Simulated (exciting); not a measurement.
# Fe (Im-3m) in exciting: reference runs

Aim: a first look at Fe with PBE, on the cell as given, then over a range of volumes.

Everything below comes from runs of exciting (release sodium). Logs are shortened: lines on timing, memory, paths and dates and some standing lists are left out, and cuts for length are marked.

### Step 1. Starting point

Symmetry: Im-3m, No. 229, cubic system. The conventional cell has a = 2.886 Å, b = 2.886 Å, c = 2.886 Å, α = 90.00°, β = 90.00°, γ = 90.00°. Around Fe (site symmetry m-3m) lie 8 Fe at 2.50 Å.

### Step 2. Single point, PBE, collinear spin, ferromagnetic start

The input, input.xml:

```xml
<input>
  <title>Fe</title>
  <structure speciespath="./" tshift="false">
    <crystal scale="1">
      <basevect>-2.726874797835 2.726874797835 2.726874797835</basevect>
      <basevect>2.726874797835 -2.726874797835 2.726874797835</basevect>
      <basevect>2.726874797835 2.726874797835 -2.726874797835</basevect>
    </crystal>
    <species speciesfile="Fe.xml" rmt="2">
      <atom coord="0.000000000000 0.000000000000 0.000000000000" bfcmt="0 0 -8"/>
    </species>
  </structure>
  <groundstate do="fromscratch" ngridk="13 13 13" rgkmax="8" gmaxvr="14" lmaxapw="10" lmaxmat="10" lmaxvr="8" xctype="GGA_PBE" stype="Fermi Dirac" swidth="0.00183747" nempty="20" ValenceRelativity="iora*" epsengy="1e-06" epspot="1e-06" maxscl="120" tforce="true" outputlevel="normal">
    <spin reducebf="0.5"/>
  </groundstate>
</input>
```

Potentials or basis: all-electron LAPW+lo, shipped species files, valence relativity iora*.

Started as:

```bash
$ OMP_NUM_THREADS=1 exciting_smp
```

INFO.OUT:

```text
================================================================================
EXCITING SODIUM started
[... 10 lines left out ...]

 Lattice vectors (cartesian) :
     -2.7268747978      2.7268747978      2.7268747978
      2.7268747978     -2.7268747978      2.7268747978
      2.7268747978      2.7268747978     -2.7268747978

 Reciprocal lattice vectors (cartesian) :
      0.0000000000      1.1520854042      1.1520854042
      1.1520854042      0.0000000000      1.1520854042
      1.1520854042      1.1520854042      0.0000000000

 Unit cell volume                           :      81.1064860106
 Brillouin zone volume                      :       3.0583277077

 Species :    1 (Fe)
     parameters loaded from                 :    Fe.xml
     name                                   :    iron
     nuclear charge                         :     -26.00000000
     electronic charge                      :      26.00000000
     atomic mass                            :  101799.20740000
     muffin-tin radius                      :       2.00000000
     # of radial points in muffin-tin       :     350

     atomic positions (lattice) :
       1 :   0.00000000  0.00000000  0.00000000

     magnetic fields (cartesian) :
       1 :   0.00000000  0.00000000 -8.00000000

 Total number of atoms per unit cell        :       1

 Spin treatment                             :    spin-polarised
 Global magnetic field (cartesian) :        0.00000000   0.00000000   0.00000000
 collinear magnetisation in z-direction

 Number of Bravais lattice symmetries       :      48
 Number of crystal symmetries               :      48

 k-point grid                               :      13   13   13
 Total number of k-points                   :      84
 k-point set is reduced with crystal symmetries

 R^MT_min * |G+k|_max (rgkmax)              :       8.00000000
 Species with R^MT_min                      :       1 (Fe)
 Maximum |G+k| for APW functions            :       4.00000000
 Maximum |G| for potential and density      :      14.00000000

 G-vector grid sizes                        :      24    24    24
 Total number of G-vectors                  :    3781

 Maximum angular momentum used for
     APW functions                          :      10
     computing H and O matrix elements      :      10
     potential and density                  :       8
     inner part of muffin-tin               :       2

 Total nuclear charge                       :     -26.00000000
 Total electronic charge                    :      26.00000000
 Total core charge                          :      10.00000000
 Total valence charge                       :      16.00000000

 Number of empty states                     :      20
 Total number of valence states             :      58

 Maximum Hamiltonian size                   :     109
 Maximum number of plane-waves              :      96
 Total number of local-orbitals             :      13

 Exchange-correlation type                  :      20
[... 23 lines left out ...]
+ SCF iteration number :    1                                                  +
++++++++++++++++++++++++++++++++++++++++++++++++++++++++++++++++++++++++++++++++
 Total energy                               :     -1269.88079089
 _______________________________________________________________
 Fermi energy                               :         0.37672671
 Kinetic energy                             :      1291.43385228
 Coulomb energy                             :     -2505.53668421
 Exchange energy                            :       -54.57037589
 Correlation energy                         :        -1.20758308
 No external B-field energy in total energy

 DOS at Fermi energy (states/Ha/cell)       :        30.63535350

 Electron charges :
     core                                   :        10.00000000
     core leakage                           :         0.00000000
     valence                                :        16.00000000
     interstitial                           :         2.02622851
     charge in muffin-tin spheres :
                  atom     1    Fe          :        23.97377149
     total charge in muffin-tins            :        23.97377149
     total charge                           :        26.00000000

 Moments :
     interstitial                           :         0.05067244
     moment in muffin-tin spheres :
                  atom     1    Fe          :         1.91363513
     total moment in muffin-tins            :         1.91363513
     total moment                           :         1.96430756
[... 303 lines left out ...]
 Electron charges :
     core                                   :        10.00000000
     core leakage                           :         0.00000000
     valence                                :        16.00000000
     interstitial                           :         1.94571530
     charge in muffin-tin spheres :
                  atom     1    Fe          :        24.05428470
     total charge in muffin-tins            :        24.05428470
     total charge                           :        26.00000000

 Moments :
     interstitial                           :        -0.03984566
     moment in muffin-tin spheres :
                  atom     1    Fe          :         2.29057802
     total moment in muffin-tins            :         2.29057802
     total moment                           :         2.25073235

 RMS change in effective potential (target) :  0.513581E-04  ( 0.100000E-05)
 Absolute change in total energy   (target) :  0.128226E-02  ( 0.100000E-05)
 Charge distance                   (target) :  0.184880E-04  ( 0.100000E-04)
 Abs. change in max-nonIBS-force   (target) :   0.00000      ( 0.500000E-04)

++++++++++++++++++++++++++++++++++++++++++++++++++++++++++++++++++++++++++++++++
[... 7 further cycles ...]
+ SCF iteration number :   18                                                  +
++++++++++++++++++++++++++++++++++++++++++++++++++++++++++++++++++++++++++++++++
 Total energy                               :     -1272.80014377
 _______________________________________________________________
 Fermi energy                               :         0.34012973
 Kinetic energy                             :      1289.95173560
 Coulomb energy                             :     -2506.82331832
 Exchange energy                            :       -54.72278946
 Correlation energy                         :        -1.20577159
 No external B-field energy in total energy

 DOS at Fermi energy (states/Ha/cell)       :        33.59733785

 Electron charges :
     core                                   :        10.00000000
     core leakage                           :         0.00000000
     valence                                :        16.00000000
     interstitial                           :         1.94566761
     charge in muffin-tin spheres :
                  atom     1    Fe          :        24.05433239
     total charge in muffin-tins            :        24.05433239
     total charge                           :        26.00000000

 Moments :
     interstitial                           :        -0.03955006
     moment in muffin-tin spheres :
                  atom     1    Fe          :         2.28175425
     total moment in muffin-tins            :         2.28175425
     total moment                           :         2.24220420

 RMS change in effective potential (target) :  0.246986E-04  ( 0.100000E-05)
 Absolute change in total energy   (target) :  0.112632E-02  ( 0.100000E-05)
 Charge distance                   (target) :  0.247953E-05  ( 0.100000E-04)
 Abs. change in max-nonIBS-force   (target) :   0.00000      ( 0.500000E-04)
[... 303 lines left out ...]
 Electron charges :
     core                                   :        10.00000000
     core leakage                           :         0.00000000
     valence                                :        16.00000000
     interstitial                           :         1.94564709
     charge in muffin-tin spheres :
                  atom     1    Fe          :        24.05435291
     total charge in muffin-tins            :        24.05435291
     total charge                           :        26.00000000

 Moments :
     interstitial                           :        -0.03954261
     moment in muffin-tin spheres :
                  atom     1    Fe          :         2.28169073
     total moment in muffin-tins            :         2.28169073
     total moment                           :         2.24214812

 RMS change in effective potential (target) :  0.116334E-07  ( 0.100000E-05)
 Absolute change in total energy   (target) :  0.279563E-06  ( 0.100000E-05)
 Charge distance                   (target) :  0.794380E-09  ( 0.100000E-04)
 Abs. change in max-nonIBS-force   (target) :   0.00000      ( 0.500000E-04)

++++++++++++++++++++++++++++++++++++++++++++++++++++++++++++++++++++++++++++++++
| Convergency criteria checked for the last 2 iterations                       +
| Convergence targets achieved. Performing final SCF iteration                 +
++++++++++++++++++++++++++++++++++++++++++++++++++++++++++++++++++++++++++++++++
 Total energy                               :     -1272.80164058
 _______________________________________________________________
 Fermi energy                               :         0.34012914
 Kinetic energy                             :      1289.95138334
 Coulomb energy                             :     -2506.82439857
 Exchange energy                            :       -54.72285323
 Correlation energy                         :        -1.20577212
 No external B-field energy in total energy

 DOS at Fermi energy (states/Ha/cell)       :        33.59826453

 Electron charges :
     core                                   :        10.00000000
     core leakage                           :         0.00000000
     valence                                :        16.00000000
     interstitial                           :         1.94564707
     charge in muffin-tin spheres :
                  atom     1    Fe          :        24.05435293
     total charge in muffin-tins            :        24.05435293
     total charge                           :        26.00000000

 Moments :
     interstitial                           :        -0.03954260
     moment in muffin-tin spheres :
                  atom     1    Fe          :         2.28169064
     total moment in muffin-tins            :         2.28169064
     total moment                           :         2.24214803

++++++++++++++++++++++++++++++++++++++++++++++++++++++++++++++++++++++++++++++++
+ Self-consistent loop stopped                                                 +
++++++++++++++++++++++++++++++++++++++++++++++++++++++++++++++++++++++++++++++++
 STATE.OUT is written

--------------------------------------------------------------------------------
- Writing atomic positions and forces                                          -
--------------------------------------------------------------------------------

 Atomic positions (lattice) :
 atom     1  Fe  :     0.00000000    0.00000000    0.00000000

 Total atomic forces including IBS (cartesian) :
 atom     1  Fe  :     0.00000000    0.00000000    0.00000000

 Atomic force components including IBS (cartesian) :
 atom     1  Fe  :     0.00000000    0.00000000    0.00000000   HF force
                 :     0.00000000    0.00000000    0.00000000   core correction
                 :     0.00000000    0.00000000    0.00000000   IBS correction

********************************************************************************
[... 7 lines left out ...]
| EXCITING SODIUM stopped                                                      =
================================================================================
```

Run time: 91 s. Hardware: 1 thread of Intel Xeon Platinum 8488C (Sapphire Rapids), shared host; peak memory 0.12 GiB.

Results:

```yaml
Free_energy: -34634.7071 eV
Band_gap_on_the_k_mesh: none (metal or under the smearing width)
Net_moment: 2.24 μB per cell
Site_moments: Fe +2.28 μB
All_electrons_inside_the_program's_atomic_spheres: Fe 24.05 (radii Fe 2.0 bohr)
```

Caveat: rgkmax is low for these elements, so energy differences scatter by about 1 meV per atom; the log's total energy holds no entropy term; the free energy is that total less TS from the occupations.

### Step 3. Equation of state, PBE, collinear spin, ferromagnetic start, 11.30 Å³/atom (volume scaled by 0.94)

The input, input.xml:

```xml
<input>
  <title>Fe</title>
  <structure speciespath="./" tshift="false">
    <crystal scale="1">
      <basevect>-2.671208672210 2.671208672210 2.671208672210</basevect>
      <basevect>2.671208672210 -2.671208672210 2.671208672210</basevect>
      <basevect>2.671208672210 2.671208672210 -2.671208672210</basevect>
    </crystal>
    <species speciesfile="Fe.xml" rmt="2">
      <atom coord="0.000000000000 0.000000000000 0.000000000000" bfcmt="0 0 -8"/>
    </species>
  </structure>
  <groundstate do="fromscratch" ngridk="13 13 13" rgkmax="8" gmaxvr="14" lmaxapw="10" lmaxmat="10" lmaxvr="8" xctype="GGA_PBE" stype="Fermi Dirac" swidth="0.00183747" nempty="20" ValenceRelativity="iora*" epsengy="1e-06" epspot="1e-06" maxscl="120" outputlevel="normal">
    <spin reducebf="0.5"/>
  </groundstate>
</input>
```

Potentials or basis: all-electron LAPW+lo, shipped species files, valence relativity iora*.

Started as:

```bash
$ OMP_NUM_THREADS=1 exciting_smp
```

It took 95 s on 1 thread of Intel Xeon Platinum 8488C (Sapphire Rapids), shared host; peak memory 0.12 GiB.

The run converged. Its results:

* Free energy: -34634.7327 eV
* Band gap on the k mesh: none (metal or under the smearing width)
* Net moment: 2.11 μB per cell
* Site moments: Fe +2.14 μB
* All electrons inside the program's atomic spheres: Fe 24.11 (radii Fe 2.0 bohr)

Caveat: rgkmax is low for these elements, so energy differences scatter by about 1 meV per atom; the log's total energy holds no entropy term; the free energy is that total less TS from the occupations.

### Step 4. Equation of state, PBE, collinear spin, ferromagnetic start, 11.54 Å³/atom (volume scaled by 0.96)

Changes to input.xml since step 3:

```diff
@@ -4,5 +4,5 @@
     <crystal scale="1">
-      <basevect>-2.671208672210 2.671208672210 2.671208672210</basevect>
-      <basevect>2.671208672210 -2.671208672210 2.671208672210</basevect>
-      <basevect>2.671208672210 2.671208672210 -2.671208672210</basevect>
+      <basevect>-2.690020620637 2.690020620637 2.690020620637</basevect>
+      <basevect>2.690020620637 -2.690020620637 2.690020620637</basevect>
+      <basevect>2.690020620637 2.690020620637 -2.690020620637</basevect>
     </crystal>
```

Started as:

```bash
$ OMP_NUM_THREADS=1 exciting_smp
```

It took 89 s on 1 thread of Intel Xeon Platinum 8488C (Sapphire Rapids), shared host; peak memory 0.12 GiB.

It converged, with:

| Quantity | Value |
| --- | --- |
| Free energy | -34634.7294 eV |
| Band gap on the k mesh | none (metal or under the smearing width) |
| Net moment | 2.14 μB per cell |
| Site moments | Fe +2.18 μB |
| All electrons inside the program's atomic spheres | Fe 24.09 (radii Fe 2.0 bohr) |

Caveat: rgkmax is low for these elements, so energy differences scatter by about 1 meV per atom; the log's total energy holds no entropy term; the free energy is that total less TS from the occupations.

### Step 5. Equation of state, PBE, collinear spin, ferromagnetic start, 11.78 Å³/atom (volume scaled by 0.98)

Changes to input.xml since step 4:

```diff
@@ -4,5 +4,5 @@
     <crystal scale="1">
-      <basevect>-2.690020620637 2.690020620637 2.690020620637</basevect>
-      <basevect>2.690020620637 -2.690020620637 2.690020620637</basevect>
-      <basevect>2.690020620637 2.690020620637 -2.690020620637</basevect>
+      <basevect>-2.708573073194 2.708573073194 2.708573073194</basevect>
+      <basevect>2.708573073194 -2.708573073194 2.708573073194</basevect>
+      <basevect>2.708573073194 2.708573073194 -2.708573073194</basevect>
     </crystal>
```

Started as:

```bash
$ OMP_NUM_THREADS=1 exciting_smp
```

Wall time 86 s (1 thread of Intel Xeon Platinum 8488C (Sapphire Rapids), shared host); peak memory 0.12 GiB.

The run converged. Its results:

```
Free energy                                       : -34634.7207 eV
Band gap on the k mesh                            : none (metal or under the smearing width)
Net moment                                        : 2.18 μB per cell
Site moments                                      : Fe +2.22 μB
All electrons inside the program's atomic spheres : Fe 24.07 (radii Fe 2.0 bohr)
```

Caveat: rgkmax is low for these elements, so energy differences scatter by about 1 meV per atom; the log's total energy holds no entropy term; the free energy is that total less TS from the occupations.

### Step 6. Equation of state, PBE, collinear spin, ferromagnetic start, 12.02 Å³/atom

Changes to input.xml since step 5:

```diff
@@ -4,5 +4,5 @@
     <crystal scale="1">
-      <basevect>-2.708573073194 2.708573073194 2.708573073194</basevect>
-      <basevect>2.708573073194 -2.708573073194 2.708573073194</basevect>
-      <basevect>2.708573073194 2.708573073194 -2.708573073194</basevect>
+      <basevect>-2.726874797835 2.726874797835 2.726874797835</basevect>
+      <basevect>2.726874797835 -2.726874797835 2.726874797835</basevect>
+      <basevect>2.726874797835 2.726874797835 -2.726874797835</basevect>
     </crystal>
```

Potentials or basis: all-electron LAPW+lo, shipped species files, valence relativity iora*.

Started as:

```bash
$ OMP_NUM_THREADS=1 exciting_smp
```

Run time: 89 s. Hardware: 1 thread of Intel Xeon Platinum 8488C (Sapphire Rapids), shared host; peak memory 0.12 GiB.

The run converged. Its results:

- Free energy: -34634.7071 eV
- Band gap on the k mesh: none (metal or under the smearing width)
- Net moment: 2.24 μB per cell
- Site moments: Fe +2.28 μB
- All electrons inside the program's atomic spheres: Fe 24.05 (radii Fe 2.0 bohr)

Caveat: rgkmax is low for these elements, so energy differences scatter by about 1 meV per atom; the log's total energy holds no entropy term; the free energy is that total less TS from the occupations.

(Continued in part 2 of 2.)
